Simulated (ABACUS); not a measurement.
Write the native input for ABACUS 3.10.1 that does the following.

```
Task                                          : single point
Functional                                    : PBE
Potentials or basis                           : PseudoDojo NC SR 0.4.1 PBE standard
Cutoff                                        : 1116 eV
Density cutoff                                : 4463 eV
Basis                                         : plane waves
k mesh                                        : 12 × 12 × 3
Occupations                                   : fermi-dirac, width 0.05 eV
Spin                                          : no spin polarisation
Radial cutoff of the potentials (pseudo_rcut) : 10 bohr
SCF threshold on the density                  : 1e-08
Max SCF steps                                 : 100
Eigensolver                                   : dav
Mixing                                        : broyden
Mixing share                                  : 0.7
Symmetry key                                  : 1
Bands                                         : 29
```

C:

```
C
1.0
     2.52210    0.00000    0.00000
    -1.26105    2.18420    0.00000
     0.00000    0.00000   12.35570
C
12
Direct
  0.66667 0.33333 0.35417
  0.33333 0.66667 0.85417
  0.66667 0.33333 0.14583
  0.33333 0.66667 0.64583
  0.66667 0.33333 0.47917
  0.33333 0.66667 0.97917
  0.66667 0.33333 0.02083
  0.33333 0.66667 0.52083
  0.00000 0.00000 0.81250
  0.00000 0.00000 0.31250
  0.00000 0.00000 0.68750
  0.00000 0.00000 0.18750
```

This is a hexagonal form of diamond, not graphite.

One way to write it, as run:

INPUT

```
INPUT_PARAMETERS
suffix              C
calculation         scf
basis_type          pw
pseudo_dir          ./
symmetry            1
dft_functional      pbe
ecutwfc             82
pseudo_rcut         10
nspin               1
nbands              29
ks_solver           dav
smearing_method     fd
smearing_sigma      0.00367493
scf_thr             1e-08
scf_nmax            100
mixing_type         broyden
mixing_beta         0.7
cal_force           1
cal_stress          1
kpar                4
```

STRU

```
ATOMIC_SPECIES
C 12.0110 C.upf

LATTICE_CONSTANT
1.8897261246

LATTICE_VECTORS
2.5221000000 0.0000000000 0.0000000000
-1.2610500000 2.1842026709 0.0000000000
0.0000000000 0.0000000000 12.3557000000

ATOMIC_POSITIONS
Direct

C
0.0
12
0.6666666667 0.3333333333 0.3541700000 1 1 1
0.3333333333 0.6666666667 0.8541700000 1 1 1
0.6666666667 0.3333333333 0.1458300000 1 1 1
0.3333333333 0.6666666667 0.6458300000 1 1 1
0.6666666667 0.3333333333 0.4791700000 1 1 1
0.3333333333 0.6666666667 0.9791700000 1 1 1
0.6666666667 0.3333333333 0.0208300000 1 1 1
0.3333333333 0.6666666667 0.5208300000 1 1 1
0.0000000000 0.0000000000 0.8125000000 1 1 1
0.0000000000 0.0000000000 0.3125000000 1 1 1
0.0000000000 0.0000000000 0.6875000000 1 1 1
0.0000000000 0.0000000000 0.1875000000 1 1 1
```

KPT

```
K_POINTS
0
Gamma
12 12 3 0 0 0
```

Potentials or basis: PseudoDojo NC SR 0.4.1 PBE standard, plane waves.

Launch:

```console
$ OMP_NUM_THREADS=1 mpirun -np 4 abacus > log
```

Results of the run:

The pressure is 2.1 GPa and the largest force is 0.331 eV/Å. The band gap on the k mesh is 4.43 eV, indirect (least direct gap 5.34 eV).

Caveat: an odd mesh through Γ misses points on the zone boundary, where band edges often lie.

Run time: 36 s on 4 MPI ranks on Intel(R) Xeon(R) Platinum 8259CL CPU @ 2.50GHz (Skylake/Cascade Lake) (shared host), peak memory 0.6 GiB a rank.
